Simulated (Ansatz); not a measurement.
# W (Tungsten): further runs on the relaxed cell

One table from this session's results is given with a row withheld; the runs are named, their logs left out.

Program: Ansatz 0.2.0. Level of theory: DFT PBE and PBEsol (the runs whose input is shown use PBEsol), scalar-relativistic, plane waves, PAW. These are calculated values, not measurements.

## The starting structure

The structure is cubic, space group Pm-3n (No. 223). Conventional cell: a = 5.079 Å, b = 5.079 Å, c = 5.079 Å, α = 90.00°, β = 90.00°, γ = 90.00°. W (site symmetry m-3) has 12 W at 2.84 Å as nearest neighbours. Around W (site symmetry -4m2) lie 6 W at 2.54 to 2.84 Å.

Structure file:

```cif
data_structure
_symmetry_space_group_name_H-M 'Pm-3n'
_symmetry_Int_Tables_number 223
_cell_length_a 5.0787
_cell_length_b 5.0787
_cell_length_c 5.0787
_cell_angle_alpha 90.000
_cell_angle_beta 90.000
_cell_angle_gamma 90.000
_cell_volume 130.99
loop_
_atom_site_label
_atom_site_type_symbol
_atom_site_symmetry_multiplicity
_atom_site_Wyckoff_symbol
_atom_site_fract_x
_atom_site_fract_y
_atom_site_fract_z
_atom_site_occupancy
W1 W 2 a 0.00000 0.00000 0.00000 1
W2 W 6 c 0.00000 0.50000 0.25000 1
```

This cell was relaxed beforehand with the same method: volume 16.37 Å³/atom, gap on the mesh none (metal).

The first run:

The input, input.yaml:

```yaml
crystal:
  lattice:
    - [5.0786766932, 0.0, 0.0]
    - [0.0, 5.0786766932, 0.0]
    - [0.0, 0.0, 5.0786766932]
  atoms:
    - { symbol: W, position: [0.0, 0.0, 0.0] }
    - { symbol: W, position: [0.5, 0.5, 0.5] }
    - { symbol: W, position: [0.0, 0.5, 0.25] }
    - { symbol: W, position: [0.0, 0.5, 0.75] }
    - { symbol: W, position: [0.25, 0.0, 0.5] }
    - { symbol: W, position: [0.75, 0.0, 0.5] }
    - { symbol: W, position: [0.5, 0.75, 0.0] }
    - { symbol: W, position: [0.5, 0.25, 0.0] }
basis:
  ecutwfc: 420
kpoints:
  mp_grid: { grid: [8, 8, 8] }
hamiltonian:
  xc: pbesol
scf:
  occupations: { method: gaussian, width: 0.1 }
output:
  forces: true
  stress: true
  eigenvalues: true
relax:
  adjacent_minimum: "off"
  f_tol: 0.005
  max_steps: 50
  cell: { stress_tol: 0.05 }
```

Run with:

```console
$ ansatz run input.yaml --threads 2 --pin off --max-ram 5120MiB --backend cpu --events-out ev --progress --plain --runs-dir out
```

Among the steps run: The cell under PBEsol; The cell under PBE+D3(BJ); The cell under LDA; The cell under r2SCAN.

One table of the session follows, with a row left open; its other results are not shown here.

It belongs to the step «One structure, several functionals». 

```
functional  a (Å)  b (Å)  c (Å)  volume (Å³/atom)
       PBE  5.079  5.079  5.079             16.37
    PBEsol  5.032  5.032  5.032             15.93
PBE+D3(BJ)      ?      ?      ?                 ?
       LDA  5.002  5.002  5.002             15.65
    r2SCAN  5.053  5.053  5.053             16.13
```

Estimate the missing values for PBE+D3(BJ).

As computed: a (Å): 5.040; b (Å): 5.040; c (Å): 5.040; volume (Å³/atom): 16.01. In the column «a (Å)» it lies between PBEsol (5.032) and r2SCAN (5.053).
